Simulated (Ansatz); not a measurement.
GaN (started from an entry of an open crystallographic database) at its r2SCAN geometry: many-body runs in Ansatz on a coarse mesh, with settings drawn wide and some wrong on purpose. No gap below is converged. Spin-unpolarised throughout; all numbers are computed.

The first input:
```yaml
crystal:
  lattice:
    - [0.0, 2.1085153689, 2.1085153689]
    - [2.1085153689, 0.0, 2.1085153689]
    - [2.1085153689, 2.1085153689, 0.0]
  atoms:
    - { symbol: Ga, position: [0.5, 0.5, 0.5] }
    - { symbol: "N", position: [0.0, 0.0, 0.0] }
kpoints:
  mp_grid: { grid: [4, 4, 4] }
hamiltonian:
  xc: lda
scf:
  occupations: { method: fixed }
gw:
  n_empty_bands: 30
  ecut_chi: 10
  qp_bands: [v1, c1]
  qp_kpoints: band_edges
  screening: { model: contour_deformation }
```

Question: How does it end?

Answer: It runs. The LDA gap over the mesh, 0.51 eV, becomes 2.57 eV, with 39 bands summed and 1 plane wave in the screening. The screening cutoff is far too low.
```
--- G₀W₀: contour deformation, 7 samples at zero and on the imaginary axis and 2 off it, 64 q-points, 30 empty bands' worth ---
    ik  band        ε_KS         Σx   Σc(E_QP)       V_xc       Z   E_QP_lin       E_QP  E_QP is
     0     9     12.5019   -21.6935     3.4894   -18.3376  0.8360    12.6353    12.6355  root
     0    10     15.3517   -13.7804    -3.6414   -18.9987  0.8450    16.9549    16.9287  root
     1     9     12.6458   -22.6577     3.4003   -19.2462  0.8376    12.6345    12.6345  root
     1    10     17.8916   -12.1382    -4.0074   -17.9032  0.8374    19.6830    19.6492  root
     2     9     12.8620   -23.7823     3.3413   -20.2744  0.8399    12.6952    12.6955  root
     2    10     17.6657    -9.1834    -3.9765   -14.7584  0.8465    19.2918    19.2641  root
     4     9     11.1706   -22.0398     3.6090   -18.2524  0.8304    10.9919    10.9923  root
     4    10     16.8061   -11.2729    -3.8516   -17.0849  0.8436    18.8130    18.7665  root
     5     9     12.6486   -23.3323     3.3241   -19.8598  0.8392    12.5000    12.5003  root
     5    10     19.2097    -9.4828    -4.2999   -15.8152  0.8435    21.3137    21.2423  root
     6     9      9.9106   -20.8570     3.8858   -16.8138  0.8197     9.7528     9.7532  root
     6    10     13.3765   -11.9187    -3.3122   -17.1154  0.8512    15.2957    15.2610  root
```
The points are ik 0 = (0, 0, 0) (Γ), ik 1 = (0, 0, 1/4), ik 2 = (0, 0, -1/2), ik 4 = (0, 1/4, -1/2), ik 5 = (0, 1/4, -1/4), ik 6 = (0, -1/2, -1/2); band 9 is the last filled one.

Question: And with these blocks in place of the first input's?
```yaml
hamiltonian:
  xc: hse06
gw:
  n_empty_bands: 25
  ecut_chi: 100
  qp_bands: [v1, c1]
  qp_kpoints: band_edges
  screening: { model: contour_deformation }
```

Answer: It runs. The HSE06 gap over the mesh, 2.10 eV, becomes 2.24 eV, with 34 bands summed and 51 plane waves in the screening.
```
--- G₀W₀: contour deformation, 6 samples at zero and on the imaginary axis and 2 off it, 64 q-points, 25 empty bands' worth ---
    ik  band        ε_KS         Σx   Σc(E_QP)       V_xc       Z   E_QP_lin       E_QP  E_QP is
     0     9     12.0508   -21.7483     3.4613   -18.8646  0.7973    12.6261    12.6285  root
     0    10     16.2362   -13.1542    -3.9317   -17.8376  0.8215    16.9913    16.9879  root
     1     9     12.1749   -22.5924     3.4534   -19.6781  0.7990    12.7120    12.7140  root
     1    10     18.8981   -11.5048    -4.3038   -16.4818  0.8182    19.5747    19.5713  root
     2     9     12.3622   -23.5677     3.4767   -20.5981  0.8006    12.8675    12.8692  root
     2    10     18.5428    -8.7943    -4.3409   -13.6101  0.8334    19.0191    19.0177  root
     4     9     10.5963   -21.9748     3.6296   -18.7842  0.7949    11.0338    11.0354  root
     4    10     17.9773   -10.6156    -4.2653   -15.5252  0.8312    18.6243    18.6216  root
     5     9     12.1551   -23.1566     3.4397   -20.2084  0.8008    12.6450    12.6467  root
     5    10     20.4163    -8.7332    -4.7040   -13.9499  0.8287    20.9313    20.9291  root
     6     9      9.2653   -20.9231     3.8268   -17.5257  0.7862     9.6929     9.6947  root
     6    10     14.4606   -11.2331    -3.8316   -15.7101  0.8392    15.1081    15.1060  root
```
The points are ik 0 = (0, 0, 0) (Γ), ik 1 = (0, 0, 1/4), ik 2 = (0, 0, -1/2), ik 4 = (0, 1/4, -1/2), ik 5 = (0, 1/4, -1/4), ik 6 = (0, -1/2, -1/2); band 9 is the last filled one.

Question: And with these blocks in place of the first input's?
```yaml
hamiltonian:
  xc: pbe
gw:
  n_empty_bands: 15
  ecut_chi: 60
  qp_bands: [v1, c1]
  qp_kpoints: band_edges
  screening: { model: contour_deformation }
```

Answer: It runs. The PBE gap over the mesh, 0.73 eV, becomes 1.67 eV, with 24 bands summed and 15 plane waves in the screening.
```
--- G₀W₀: contour deformation, 7 samples at zero and on the imaginary axis and 2 off it, 64 q-points, 15 empty bands' worth ---
    ik  band        ε_KS         Σx   Σc(E_QP)       V_xc       Z   E_QP_lin       E_QP  E_QP is
     0     9     12.8683   -21.7372     3.9719   -18.1297  0.7728    13.2313    13.2327  root
     0    10     15.6638   -13.6585    -3.8673   -18.6777  0.8033    16.8281    16.8156  root
     1     9     13.0066   -22.7101     3.9263   -19.0477  0.7751    13.2699    13.2706  root
     1    10     18.2680   -12.0504    -4.2768   -17.5249  0.7965    19.4788    19.4657  root
     2     9     13.2140   -23.8353     3.9177   -20.0850  0.7772    13.3811    13.3815  root
     2    10     18.0553    -9.0850    -4.3468   -14.3165  0.8147    18.9489    18.9400  root
     4     9     11.5482   -22.0961     4.1202   -18.0191  0.7684    11.5915    11.5915  root
     4    10     17.3439   -11.1321    -4.1582   -16.5067  0.8088    18.5759    18.5602  root
     5     9     13.0061   -23.3913     3.8769   -19.6648  0.7771    13.1563    13.1566  root
     5    10     19.7358    -9.2461    -4.7115   -15.0878  0.8076    20.8788    20.8659  root
     6     9     10.2988   -20.9005     4.3693   -16.5471  0.7551    10.3147    10.3147  root
     6    10     13.9417   -11.7315    -3.6360   -16.4786  0.8181    15.0626    15.0528  root
```
The points are ik 0 = (0, 0, 0) (Γ), ik 1 = (0, 0, 1/4), ik 2 = (0, 0, -1/2), ik 4 = (0, 1/4, -1/2), ik 5 = (0, 1/4, -1/4), ik 6 = (0, -1/2, -1/2); band 9 is the last filled one.

Question: And with these blocks in place of the first input's?
```yaml
hamiltonian:
  xc: pbe
gw:
  n_empty_bands: 8
  ecut_chi: 80
  qp_bands: [v1, c1]
  qp_kpoints: band_edges
  screening: { model: contour_deformation }
```

Answer: It runs. The PBE gap over the mesh, 0.73 eV, becomes 1.79 eV, with 17 bands summed and 27 plane waves in the screening.
```
--- G₀W₀: contour deformation, 6 samples at zero and on the imaginary axis and 2 off it, 64 q-points, 8 empty bands' worth ---
    ik  band        ε_KS         Σx   Σc(E_QP)       V_xc       Z   E_QP_lin       E_QP  E_QP is
     0     9     12.8683   -21.7372     4.1835   -18.1297  0.7711    13.4409    13.4443  root
     0    10     15.6638   -13.6585    -3.5348   -18.6777  0.7992    17.1702    17.1481  root
     1     9     13.0066   -22.7101     4.1404   -19.0477  0.7735    13.4824    13.4847  root
     1    10     18.2680   -12.0504    -3.9336   -17.5249  0.7903    19.8252    19.8090  root
     2     9     13.2140   -23.8353     4.1305   -20.0850  0.7755    13.5928    13.5942  root
     2    10     18.0553    -9.0850    -3.9620   -14.3165  0.8145    19.3420    19.3247  root
     4     9     11.5482   -22.0961     4.3317   -18.0191  0.7672    11.8021    11.8029  root
     4    10     17.3439   -11.1321    -3.8006   -16.5067  0.8098    18.9471    18.9179  root
     5     9     13.0061   -23.3913     4.0976   -19.6648  0.7756    13.3757    13.3771  root
     5    10     19.7358    -9.2461    -4.3063   -15.0878  0.8057    21.2922    21.2711  root
     6     9     10.2988   -20.9005     4.5768   -16.5471  0.7532    10.5214    10.5222  root
     6    10     13.9417   -11.7315    -3.3084   -16.4786  0.8181    15.3978    15.3804  root
```
The points are ik 0 = (0, 0, 0) (Γ), ik 1 = (0, 0, 1/4), ik 2 = (0, 0, -1/2), ik 4 = (0, 1/4, -1/2), ik 5 = (0, 1/4, -1/4), ik 6 = (0, -1/2, -1/2); band 9 is the last filled one.
